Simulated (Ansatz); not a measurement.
Crystal: BeS.

```
S Be
1.0
     0.00000    2.42500    2.42500
     2.42500    0.00000    2.42500
     2.42500    2.42500    0.00000
S Be
1 1
Direct
  0.75000 0.75000 0.75000
  0.00000 0.00000 0.00000
```

| Property | Result |
| --- | --- |
| Program | Ansatz 0.2.0 |
| Task | relaxation of cell and atoms |
| Functional | revPBE |
| Dispersion | D3(BJ) |
| Potentials or basis | Ansatz PAW |
| Cutoff | 420 eV (not typed: the program's choice for these potentials) |
| k mesh | 9 × 9 × 9 |
| Occupations | fermi-dirac, width 0.05 eV |
| Spin | no spin polarisation |

At the start: volume 14.26 Å³/atom.

Q: Where does the relaxation end?

A: It ends after 5 steps and the volume is 13.67 Å³/atom (-4.2 %); space group F-43m (No. 216, to 0.05 Å).

The path:
```
step  energy change (eV)  largest force (eV/Å)  volume (Å³)
   1              0.0000                0.0000        28.52
   2             -0.0129                0.0000        27.83
   3             -0.0158                0.0000        27.30
   4             -0.0158                0.0000        27.33
   5             -0.0157                0.0000        27.33
```

Final structure:
```cif
data_structure
_symmetry_space_group_name_H-M 'P 1'
_symmetry_Int_Tables_number 1
_cell_length_a 3.3811
_cell_length_b 3.3811
_cell_length_c 3.3811
_cell_angle_alpha 60.000
_cell_angle_beta 60.000
_cell_angle_gamma 60.000
_cell_volume 27.33
loop_
_atom_site_label
_atom_site_type_symbol
_atom_site_fract_x
_atom_site_fract_y
_atom_site_fract_z
_atom_site_occupancy
S1 S 0.75000 0.75000 0.75000 1
Be1 Be 0.00000 0.00000 0.00000 1
```

Caveat: the plane-wave basis is chosen anew once the cell has moved, so the energies of steps on either side of that aren't comparable; the PAW data sets come from PBE, with cores solved anew for the run's functional, which leaves a small shift of forces and pressure.
